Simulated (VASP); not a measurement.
Input of a VASP 6.6.1 run:

Contents of POSCAR:

```
ZnSe
1.0
    0.0000000000      2.8338000000      2.8338000000
    2.8338000000      0.0000000000      2.8338000000
    2.8338000000      2.8338000000      0.0000000000
Se Zn
1 1
Direct
    0.7500000000      0.7500000000      0.7500000000
    0.0000000000      0.0000000000      0.0000000000
```

File INCAR.step1:

```
PREC = Accurate ; ENCUT = 520
EDIFF = 1E-8 ; ISMEAR = -1
SIGMA = 0.05 ; LREAL = False
LASPH = True ; NELM = 100
ALGO = Normal ; ISIF = 2
LWAVE = False ; LCHARG = False
GGA = PE ; LEPSILON = True
```

The input KPOINTS.step1:

```
Automatic mesh
0
G
  8 8 8
  0 0 0
```

INCAR.step2

```
PREC = Accurate ; ENCUT = 520
EDIFF = 1E-5 ; ISMEAR = -1
SIGMA = 0.05 ; LREAL = False
LASPH = True ; NELM = 100
ALGO = Normal ; ISIF = 2
LWAVE = True ; LCHARG = False
GGA = PE
```

Contents of KPOINTS.step2:

```
Automatic mesh
0
Gamma
  4 4 4
```

The input INCAR.step3:

```
PREC = Accurate ; ENCUT = 520
EDIFF = 1E-6 ; ISMEAR = -1
SIGMA = 0.05 ; LREAL = False
LASPH = True ; NELM = 100
ALGO = Normal ; ISIF = 2
LWAVE = False ; LCHARG = False
GGA = PE ; LHFCALC = True
AEXX = 0.1286 ; PRECFOCK = Fast
ISTART = 1 ; HFRCUT = -1
```

KPOINTS.step3

```
Automatic mesh
0
Gamma
  4 4 4
```

KPOINTS_OPT

```
path GXWKGLUWLK,UX
10
line-mode
reciprocal
 0.0000000000  0.0000000000  0.0000000000  G
 0.5000000000  0.0000000000  0.5000000000  X

 0.5000000000  0.0000000000  0.5000000000  X
 0.5000000000  0.2500000000  0.7500000000  W

 0.5000000000  0.2500000000  0.7500000000  W
 0.3750000000  0.3750000000  0.7500000000  K

 0.3750000000  0.3750000000  0.7500000000  K
 0.0000000000  0.0000000000  0.0000000000  G

 0.0000000000  0.0000000000  0.0000000000  G
 0.5000000000  0.5000000000  0.5000000000  L

 0.5000000000  0.5000000000  0.5000000000  L
 0.6250000000  0.2500000000  0.6250000000  U

 0.6250000000  0.2500000000  0.6250000000  U
 0.5000000000  0.2500000000  0.7500000000  W

 0.5000000000  0.2500000000  0.7500000000  W
 0.5000000000  0.5000000000  0.5000000000  L

 0.5000000000  0.5000000000  0.5000000000  L
 0.3750000000  0.3750000000  0.7500000000  K

 0.6250000000  0.2500000000  0.6250000000  U
 0.5000000000  0.0000000000  0.5000000000  X
```

Potentials or basis: VASP PAW PBE potentials, release 64 (Se, Zn).

Launch:

```bash
$ cat potpaw_PBE.64/Se/POTCAR potpaw_PBE.64/Zn/POTCAR > POTCAR
$ cp INCAR.step1 INCAR
$ cp KPOINTS.step1 KPOINTS
$ mpirun -np 1 vasp_std > vasp.out
$ cp INCAR.step2 INCAR
$ cp KPOINTS.step2 KPOINTS
$ mpirun -np 1 vasp_std > vasp.out
$ cp INCAR.step3 INCAR
$ cp KPOINTS.step3 KPOINTS
$ mpirun -np 1 vasp_std > vasp.out
```

(1) What does it give for the pressure?

(2) What does it give for the band gap on the k mesh?

(3) What does it give for the band gap along the path?

## Answers

(1) 1.9 GPa.

(2) 2.21 eV, direct.

(3) 2.21 eV, direct.

Caveat: the k mesh is coarse (spacing up to 0.48 Å⁻¹), so the values aren't converged, least of all with exact exchange; the PAW data sets were made with another functional, which shifts forces and pressure a little.
